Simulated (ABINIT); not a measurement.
Input of an ABINIT 10.8.3 (patched build) run:

File run.abi:

```
pp_dirpath "./"
pseudos "S.upf, Mg.upf"

acell 7.5714462215 7.5714462215 7.5714462215
rprim
     0.0000000000     0.7071067812     0.7071067812
     0.7071067812     0.0000000000     0.7071067812
     0.7071067812     0.7071067812     0.0000000000
ntypat 2
znucl 16 12
natom 2
typat 1 2
xred
     0.2500000000     0.2500000000     0.2500000000
     0.0000000000     0.0000000000     0.0000000000

ecut 42.0

kptopt 1
ngkpt 8 8 8
nshiftk 1
shiftk 0.0 0.0 0.0

ixc -116133

nband 12
occopt 3
tsmear 0.00183747

nstep 100
tolvrs 1.0e-10

iomode 3
prtwf 0
prtden 0
prteig 0
prtebands 0
enunit 1
```

Potentials or basis: PseudoDojo NC SR PBEsol v0.4.1 standard.

Launch:

```console
$ abinit run.abi > log 2>&1
```

Q: Estimate the pressure.

A: -0.4 GPa.

Q: Predict the band gap on the k mesh.

A: 3.28 eV, direct.

A k mesh can miss the band edges. A hybrid or GW would open this gap; PBEsol tends to underestimate it.
